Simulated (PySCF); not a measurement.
Atomic charges against the basis set

Compound: C4H9NO.
Bonds: C1–C2, C2–O3, O3–C4, C4–C5, C5–N6, C1–N6. Hydrogens: H7, H8 on C1; H9, H10 on C2; H11, H12 on C4; H13, H14 on C5; H15 on N6.

PBE0 throughout (PySCF), one geometry, spherical d and f functions. The structure is a single PBE0-D3(BJ)/def2-SVP conformer in the gas phase; no vibrational or solvent corrections. Atoms taken as equivalent share a column and are averaged.

Mulliken charges (e):

| basis | functions | C1/C5 | C2/C4 | O3 | N6 | H7/H8/H13/H14 | H9/H10/H11/H12 | H15 |
| --- | --- | --- | --- | --- | --- | --- | --- | --- |
| pcSseg-0 | 72 | -0.286 | -0.119 | -0.670 | -0.731 | +0.251 | +0.226 | +0.301 |
| cc-pVDZ | 129 | +0.005 | +0.109 | -0.320 | -0.239 | +0.039 | +0.022 | +0.087 |
| aug-cc-pVDZ | 219 | +0.679 | +0.872 | -0.594 | -0.360 | -0.250 | -0.279 | -0.033 |
| IGLO-III | 300 | -0.177 | -0.092 | -0.281 | -0.336 | +0.125 | +0.108 | +0.223 |
| cc-pVTZ | 306 | -0.103 | -0.002 | -0.271 | -0.212 | +0.084 | +0.064 | +0.100 |

IAO charges (e):

```json
{"basis": "pcSseg-0", "functions": "72", "C1/C5": "-0.194", "C2/C4": "-0.099", "O3": "-0.373", "N6": "-0.395", "H7/H8/H13/H14": "+0.148", "H9/H10/H11/H12": "+0.133", "H15": "+0.228"}
{"basis": "cc-pVDZ", "functions": "129", "C1/C5": "-0.168", "C2/C4": "-0.067", "O3": "-0.388", "N6": "-0.406", "H7/H8/H13/H14": "+0.136", "H9/H10/H11/H12": "+0.122", "H15": "+0.231"}
{"basis": "aug-cc-pVDZ", "functions": "219", "C1/C5": "-0.172", "C2/C4": "-0.069", "O3": "-0.404", "N6": "-0.426", "H7/H8/H13/H14": "+0.141", "H9/H10/H11/H12": "+0.127", "H15": "+0.240"}
{"basis": "IGLO-III", "functions": "300", "C1/C5": "-0.173", "C2/C4": "-0.070", "O3": "-0.405", "N6": "-0.427", "H7/H8/H13/H14": "+0.142", "H9/H10/H11/H12": "+0.128", "H15": "+0.242"}
{"basis": "cc-pVTZ", "functions": "306", "C1/C5": "-0.173", "C2/C4": "-0.069", "O3": "-0.401", "N6": "-0.421", "H7/H8/H13/H14": "+0.140", "H9/H10/H11/H12": "+0.126", "H15": "+0.239"}
```

Some averages cover members that differ in this geometry, most widely: H9/H10/H11/H12, Mulliken in aug-cc-pVDZ -0.356 to -0.201; H9/H10/H11/H12, IAO in pcSseg-0 +0.110 to +0.157; H9/H10/H11/H12, IAO in aug-cc-pVDZ +0.105 to +0.149; H9/H10/H11/H12, Mulliken in IGLO-III +0.086 to +0.130 e.

Q: Which scheme is steadiest as the basis changes?

A: Largest range over the bases for any column: IAO 0.03 e, Mulliken 0.99 e. IAO charges move least and Mulliken charges most, counted in e.

Q: How much do the charges still move between the two largest bases, IGLO-III and cc-pVTZ?

A: At most, over all atoms: Mulliken 0.124 e, IAO 0.006 e.

Q: What do the same runs give for the total energy, the frontier levels and the dipole moment?

A: 
| basis | energy (Eh) | HOMO (eV) | LUMO (eV) | μ (D) |
| --- | --- | --- | --- | --- |
| pcSseg-0 | -286.7801 | -5.90 | 1.97 | 1.50 |
| cc-pVDZ | -287.4790 | -5.95 | 1.84 | 1.17 |
| aug-cc-pVDZ | -287.5026 | -6.20 | -0.08 | 1.18 |
| IGLO-III | -287.5791 | -6.21 | 0.72 | 1.19 |
| cc-pVTZ | -287.5633 | -6.13 | 1.21 | 1.16 |

The dipole is fixed by the density alone, so its range of 0.34 D shows that the density itself changes with the basis, not only its division among atoms.
